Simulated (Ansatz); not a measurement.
RuO₂ (rutile)

```yaml
crystal:
  lattice:
    - [9.04678, 0.00000, 0.00000]
    - [0.00000, 4.52339, 0.00000]
    - [0.00000, 0.00000, 3.11902]
  atoms:
    - { symbol: Ru, position: [0.25000, 0.50000, 0.50000] }
    - { symbol: Ru, position: [0.75000, 0.50000, 0.50000] }
    - { symbol: Ru, position: [0.00000, 0.00000, 0.00000] }
    - { symbol: Ru, position: [0.50000, 0.00000, 0.00000] }
    - { symbol: O, position: [0.40284, 0.80567, 0.50000] }
    - { symbol: O, position: [0.90284, 0.80567, 0.50000] }
    - { symbol: O, position: [0.15284, 0.69433, 0.00000] }
    - { symbol: O, position: [0.65284, 0.69433, 0.00000] }
    - { symbol: O, position: [0.34716, 0.30567, 0.00000] }
    - { symbol: O, position: [0.84716, 0.30567, 0.00000] }
    - { symbol: O, position: [0.09716, 0.19433, 0.50000] }
    - { symbol: O, position: [0.59716, 0.19433, 0.50000] }
```

The atoms are displaced by Q × the pattern below (from a DFPT mode at X = (0.5, 0.0, 0.0), largest move 1; Q in Å), at fixed cell. It is one choice among 2 degenerate patterns. (q is in reciprocal vectors of the primitive cell; the cell shown is doubled to hold the pattern.)

```csv
atom,x,y,z
Ru1,-0.922,0.387,0.000
Ru2,0.922,-0.387,0.000
Ru3,-0.568,-0.238,0.000
Ru4,0.568,0.238,0.000
O5,-0.066,0.276,0.000
O6,0.066,-0.276,0.000
O7,-0.722,0.008,0.000
O8,0.722,-0.008,0.000
O9,-0.267,0.250,0.000
O10,0.267,-0.250,0.000
O11,-0.675,0.117,0.000
O12,0.675,-0.117,0.000
```

All values below come from PBE (plane waves to 420 eV, PAW, scalar-relativistic; Ansatz, a first-principles code). k mesh 5×10×15 (Γ-centred), Fermi-Dirac smearing 0.05 eV. With partly filled bands, energies and forces of such displacements shift with the k mesh and the smearing. RuO2 is run without spin polarisation and with no Hubbard U. RuO2 was relaxed with its symmetry unable to fall. 

```csv
Q (Å),−dE/dQ from forces (eV/Å)
-0.180,9.880
-0.150,8.242
-0.120,6.600
-0.090,4.954
-0.060,3.304
-0.030,1.653
0.000,0.000
0.030,-1.653
0.060,-3.304
0.090,-4.954
0.120,-6.600
0.150,-8.242
0.180,-9.880
```

Q: What harmonic wavenumber does the curvature at Q = 0 give?

A: 217 cm⁻¹. E″ = 55.10 eV/Å², M = Σ mᵢ|uᵢ|² = 317.3 u, ν̃ = 521.5·√(|E″|/M).

(A displaced cell: forces are minus the slopes of the energy, force constants its curvatures, and phonons follow from these.)
